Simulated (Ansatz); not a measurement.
C with a C vacancy: do the settings matter for the field gradients?

This input was run with Ansatz:

```yaml
crystal:
  lattice:
    - [7.41, 0.0, 0.0]
    - [-3.705, 6.4172482419, 0.0]
    - [0.0, 0.0, 6.79]
  atoms:
    - { symbol: C, position: [0.0, 0.3333333333, 0.0] }
    - { symbol: C, position: [0.0, 0.6666666667, 0.0] }
    - { symbol: C, position: [0.3333333333, 0.0, 0.0] }
    - { symbol: C, position: [0.3333333333, 0.3333333333, 0.0] }
    - { symbol: C, position: [0.3333333333, 0.6666666667, 0.0] }
    - { symbol: C, position: [0.6666666667, 0.0, 0.0] }
    - { symbol: C, position: [0.6666666667, 0.3333333333, 0.0] }
    - { symbol: C, position: [0.6666666667, 0.6666666667, 0.0] }
    - { symbol: C, position: [0.0, 0.0, 0.5] }
    - { symbol: C, position: [0.0, 0.3333333333, 0.5] }
    - { symbol: C, position: [0.0, 0.6666666667, 0.5] }
    - { symbol: C, position: [0.3333333333, 0.0, 0.5] }
    - { symbol: C, position: [0.3333333333, 0.3333333333, 0.5] }
    - { symbol: C, position: [0.3333333333, 0.6666666667, 0.5] }
    - { symbol: C, position: [0.6666666667, 0.0, 0.5] }
    - { symbol: C, position: [0.6666666667, 0.3333333333, 0.5] }
    - { symbol: C, position: [0.6666666667, 0.6666666667, 0.5] }
    - { symbol: C, position: [0.1111111111, 0.2222222222, 0.005], spin: 0.5 }
    - { symbol: C, position: [0.1111111111, 0.5555555556, 0.005] }
    - { symbol: C, position: [0.1111111111, 0.8888888889, 0.005], spin: 0.5 }
    - { symbol: C, position: [0.4444444444, 0.2222222222, 0.005] }
    - { symbol: C, position: [0.4444444444, 0.5555555556, 0.005] }
    - { symbol: C, position: [0.4444444444, 0.8888888889, 0.005] }
    - { symbol: C, position: [0.7777777778, 0.2222222222, 0.005] }
    - { symbol: C, position: [0.7777777778, 0.5555555556, 0.005] }
    - { symbol: C, position: [0.7777777778, 0.8888888889, 0.005], spin: 0.5 }
    - { symbol: C, position: [0.2222222222, 0.1111111111, 0.505] }
    - { symbol: C, position: [0.2222222222, 0.4444444444, 0.505] }
    - { symbol: C, position: [0.2222222222, 0.7777777778, 0.505] }
    - { symbol: C, position: [0.5555555556, 0.1111111111, 0.505] }
    - { symbol: C, position: [0.5555555556, 0.4444444444, 0.505] }
    - { symbol: C, position: [0.5555555556, 0.7777777778, 0.505] }
    - { symbol: C, position: [0.8888888889, 0.1111111111, 0.505] }
    - { symbol: C, position: [0.8888888889, 0.4444444444, 0.505] }
    - { symbol: C, position: [0.8888888889, 0.7777777778, 0.505] }
magnetization:
  spin_polarized: true
kpoints:
  mp_grid: { grid: [3, 3, 3] }
scf:
  occupations: { method: cold, width: 0.01 }
  lower_state_search: "off"
  convergence: { dr2_threshold: 1.0e-11 }
hamiltonian:
  xc: pbe
  pseudopotentials: { kind: paw }
output:
  forces: true
  stress: true
  populations: true
  efg: { contact_densities: true }
  write_density: true
  write_potential: true
  elf: true
  volumetric_format: npy
```

```sh
ansatz run input.yaml --threads 1 --pin off --max-ram 3072MiB --backend cpu --events-out ev --progress --plain --runs-dir out
```

It converged. Of its output the block on the nuclei alone is shown, without the SCF iterations, energies, forces and stress (one atom of each set):

```
--- PAW observables at the nuclei: V_zz in 10²¹ V/m², potentials from the cell's mean, atoms counted from 1 ---
  atom   1  C  V_zz =    +1.903713   η = 0.5676   by run symmetry: allowed
            electrostatic potential = -412.138909 V   contact ρ = 867.161358 e/Å³   contact ρ_s (e/Å³): all electrons +0.088356, valence +0.070073
  atom   5  C  V_zz =    +2.134130   η = 0.0000   by run symmetry: allowed
            electrostatic potential = -412.239372 V   contact ρ = 867.045474 e/Å³   contact ρ_s (e/Å³): all electrons -0.025898, valence -0.040675
  atom   7  C  V_zz =    +2.583233   η = 0.0000   by run symmetry: allowed
            electrostatic potential = -412.359880 V   contact ρ = 867.128931 e/Å³   contact ρ_s (e/Å³): all electrons -0.051122, valence -0.065306
  atom   9  C  V_zz =    +2.399324   η = 0.0000   by run symmetry: allowed
            electrostatic potential = -412.113423 V   contact ρ = 867.100302 e/Å³   contact ρ_s (e/Å³): all electrons +0.020142, valence +0.042664
  atom  10  C  V_zz =    +2.268536   η = 0.0089   by run symmetry: allowed
            electrostatic potential = -412.121365 V   contact ρ = 867.057501 e/Å³   contact ρ_s (e/Å³): all electrons +0.008520, valence +0.016506
  atom  14  C  V_zz =    +2.346424   η = 0.0000   by run symmetry: allowed
            electrostatic potential = -412.082298 V   contact ρ = 867.079627 e/Å³   contact ρ_s (e/Å³): all electrons +0.019307, valence +0.042172
  atom  16  C  V_zz =    +2.307603   η = 0.0000   by run symmetry: allowed
            electrostatic potential = -412.098300 V   contact ρ = 867.069568 e/Å³   contact ρ_s (e/Å³): all electrons +0.019503, valence +0.042250
  atom  18  C  V_zz =    -2.568047   η = 0.8663   by run symmetry: allowed
            electrostatic potential = -411.774229 V   contact ρ = 868.682322 e/Å³   contact ρ_s (e/Å³): all electrons +1.794437, valence +1.966862
  atom  19  C  V_zz =    +1.778724   η = 0.4573   by run symmetry: allowed
            electrostatic potential = -412.060789 V   contact ρ = 867.244120 e/Å³   contact ρ_s (e/Å³): all electrons +0.288124, valence +0.307274
  atom  21  C  V_zz =    +1.645014   η = 0.2784   by run symmetry: allowed
            electrostatic potential = -412.498544 V   contact ρ = 867.045626 e/Å³   contact ρ_s (e/Å³): all electrons +0.058377, valence +0.100638
  atom  27  C  V_zz =    +2.472765   η = 0.0049   by run symmetry: allowed
            electrostatic potential = -412.094403 V   contact ρ = 867.109046 e/Å³   contact ρ_s (e/Å³): all electrons -0.012590, valence -0.017429
  atom  28  C  V_zz =    +2.444655   η = 0.0101   by run symmetry: allowed
            electrostatic potential = -412.076792 V   contact ρ = 867.098203 e/Å³   contact ρ_s (e/Å³): all electrons -0.013282, valence -0.018133
  atom  30  C  V_zz =    +2.464187   η = 0.0068   by run symmetry: allowed
            electrostatic potential = -412.074429 V   contact ρ = 867.102482 e/Å³   contact ρ_s (e/Å³): all electrons -0.013321, valence -0.018538
```

Task: Can these gradients be trusted, and how do they compare with a run on standard settings?

Result: They agree with the standard run. Against the standard input the change is `scf.lower_state_search`: not typed → off; `scf.occupations.method`: fermi_dirac → cold; `scf.convergence.dr2_threshold`: not typed → 1e-11. A site carries the number of its first atom; V_zz in 10²¹ V/m².

| site | atom | V_zz standard | η standard | V_zz here | η here |
| --- | --- | --- | --- | --- | --- |
| C1 | 1 | 1.90 | 0.57 | 1.90 | 0.57 |
| C7 | 7 | 2.58 | 0.00 | 2.58 | 0.00 |
| C9 | 9 | 2.46 | 0.00 | 2.40 | 0.00 |
| C10 | 10 | 2.29 | 0.01 | 2.27 | 0.01 |
| C14 | 14 | 2.40 | 0.00 | 2.35 | 0.00 |
| C16 | 16 | 2.37 | 0.00 | 2.31 | 0.00 |
| C18 | 18 | -2.57 | 0.86 | -2.57 | 0.87 |
| C19 | 19 | 1.78 | 0.46 | 1.78 | 0.46 |
| C21 | 21 | 1.65 | 0.28 | 1.65 | 0.28 |
| C27 | 27 | 2.44 | 0.00 | 2.47 | 0.00 |
| C28 | 28 | 2.41 | 0.01 | 2.44 | 0.01 |
| C30 | 30 | 2.43 | 0.01 | 2.46 | 0.01 |

The largest change of V_zz is on C16, from 2.37 to 2.31. In per cent, |V_zz| changes by -2 to +1 on C (all sites that start above 2). The table leaves out 1 of the 13 sites, with |V_zz| up to 2.14; their tensors move by 0.01 at most along any direction. The statements above cover all sites. SCF iterations: 19 and 27. New warnings: stability check not made.

On the reference run: The defect repeats with the cell of 35 atoms, so it feels its images: sites between two images don't show the values beside a lone defect, and zeros or small values of η there can come from the images' arrangement. C carries a gradient in the pure host already, so the values there aren't the defect's effect alone. The defect cell has no gap above 0.1 eV on its mesh, so the values can hang on the smearing and the k-mesh. The neighbours have not yet relaxed around the defect (largest force 1.8 eV/Å), so a real crystal will differ.
